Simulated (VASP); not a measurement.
The system is SnSe.

```
Sn Se
1.0
     0.00000    3.05105    3.00211
     3.05105    0.00000    3.00211
     3.05105    3.05105    0.00000
Sn Se
1 1
Direct
  0.00000 0.00000 0.00000
  0.50000 0.50000 0.50000
```

The cell was built by a generator and needn't be a form met in nature.

The cell isn't the ideal one: biaxial_xy strain +1.6%.

Base run:

```yaml
Program: VASP 6.6.1
Functional: r2SCAN
Potentials_or_basis: VASP PAW PBE potentials, release 64 (Sn_d, Se)
Cutoff: 520 eV
k_mesh: 8 × 8 × 8
Occupations: fermi-dirac, width 0.02 eV
Spin: no spin polarisation
```

Its results: band gap on the k mesh 0.35 eV, direct; pressure -1.3 GPa.

**Question.** The run is repeated on the same cell with these changes: functional from r2SCAN to PBE. What comes out?

**Answer.** Band gap on the k mesh 0.48 eV, direct; pressure -0.3 GPa.

Caveats: spin-orbit coupling is left out, which moves the levels of the heavy elements; the PAW data sets were made with another functional, which shifts forces and pressure a little (some runs).

A k mesh can miss the band edges.
